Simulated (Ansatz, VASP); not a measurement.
# Two plane-wave programs on Ba3HfO

```xyz
5
Lattice="5.4825 0.0000 0.0000 0.0000 5.4825 0.0000 0.0000 0.0000 5.4825" Properties=species:S:1:pos:R:3 pbc="T T T"
Ba    2.7412    2.7412    0.0000
Ba    2.7412    0.0000    2.7412
Ba    0.0000    2.7412    2.7412
Hf    0.0000    0.0000    0.0000
O     2.7412    2.7412    2.7412
```

Change from the starting cell: species swapped into the BaRuO3 type (Pm-3m, No. 221).

Alike in both runs: functional PBE; k mesh 8 × 8 × 8; occupations gaussian, width 0.1 eV; no spin polarisation.

Ansatz relaxed the structure, and its values are those at the end. VASP's run is a single point on that final structure, the one shown.

```csv
,VASP,Ansatz
version,VASP 6.6.1,Ansatz 0.2.0
potentials or method,"VASP PAW PBE potentials, release 64 (Ba_sv, Hf_pv, O)","scalar-relativistic, plane waves, PAW"
plane-wave cutoff (eV),520,420
valence electrons in the cell,46,62
```

```csv
,VASP,Ansatz,Ansatz less VASP
gap on the k mesh at the Fermi level (eV),none,none,-
pressure (GPa),0.8,0.0,-0.78
```

A gap of «none» marks a metal or a gap that the smearing closes. The two sets of potentials don't hold the same shells in valence.

Spin-orbit coupling is left out, which matters for the levels of Ba, Hf.
